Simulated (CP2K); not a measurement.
Runs of CP2K 2026.2 on Ge. The structure is cubic, space group Fd-3m (No. 227). Conventional cell: a = 5.658 Å, b = 5.658 Å, c = 5.658 Å, α = 90.00°, β = 90.00°, γ = 90.00°. Around Ge (site symmetry -43m) lie 4 Ge at 2.45 Å. 

```csv
level,cutoff radius of the dispersion sum (A),cutoff of the non-local correlation (Ry),D3 from the s-dftd3 library (D3_REFERENCE_CODE),gap on the mesh (eV),pressure (GPa)
r2SCAN,-,-,-,0.48,-3.0
r2SCAN+D4,20,-,-,0.48,(b)
r2SCAN+rVV10,-,300,-,0.47,-3.2
r2SCAN+D3(BJ),20,-,yes,0.48,-3.9
r2SCAN+D3(BJ)+ATM,20,-,yes,0.48,(a)
```

Alike in all rows: task single point; potentials or basis POTENTIAL_UZH Ge GTH-SCAN-q4; TZVP-MOLOPT-SCAN-GTH basis; no spin polarisation; cell as given; k mesh 8 × 8 × 8; smearing fermi-dirac 0.05 eV.

Question: Fill in the values left out.

Answer: (a) -3.8; (b) -3.7.

Caveats: the basis of atomic orbitals isn't converged, which shifts pressures, moduli and gaps.

A k mesh can miss the band edges, and the runs leave out spin-orbit coupling on Ge.
